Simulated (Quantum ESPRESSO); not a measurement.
Crystal: SiO2.

```xyz
6
Lattice="-2.4773 2.4773 3.6557 2.4773 -2.4773 3.6557 2.4773 2.4773 -3.6557" Properties=species:S:1:pos:R:3 pbc="T T T"
Si    0.0000    2.4773    1.8278
Si    0.0000    0.0000    0.0000
O    -0.4795    3.7159    0.9139
O    -1.2386    1.9978    2.7418
O     1.2386    2.9568    2.7418
O     0.4795    1.2386    0.9139
```

The cell comes from a database or a generator and needn't be the stable form of this composition.

Base run:

```yaml
Program: Quantum ESPRESSO 7.5
Functional: LDA
Potentials_or_basis: PseudoDojo 0.4.1 SR LDA stringent
Cutoff: 1252 eV
Density_cutoff: 5007 eV
k_mesh: 8 × 8 × 8
Occupations: fermi-dirac, width 0.05 eV
Spin: no spin polarisation
```

Its results: band gap on the k mesh 5.73 eV, direct; pressure -2.6 GPa; largest force 0.179 eV/Å.

Problem. The run is repeated on the same cell with these changes: potentials or basis from PseudoDojo 0.4.1 SR LDA stringent to JTH 2.0 LDA; cutoff from 1252 eV to 612 eV; density cutoff from 5007 eV to 3674 eV. What comes out?

Solution. Band gap on the k mesh 5.68 eV, direct; pressure -2.6 GPa; largest force 0.184 eV/Å.

Caveats: some levels on the path didn't converge (some runs); the cutoff is low for these files, which shifts pressure and relaxed volume (some runs).

Not every run made on this cell is shown here.
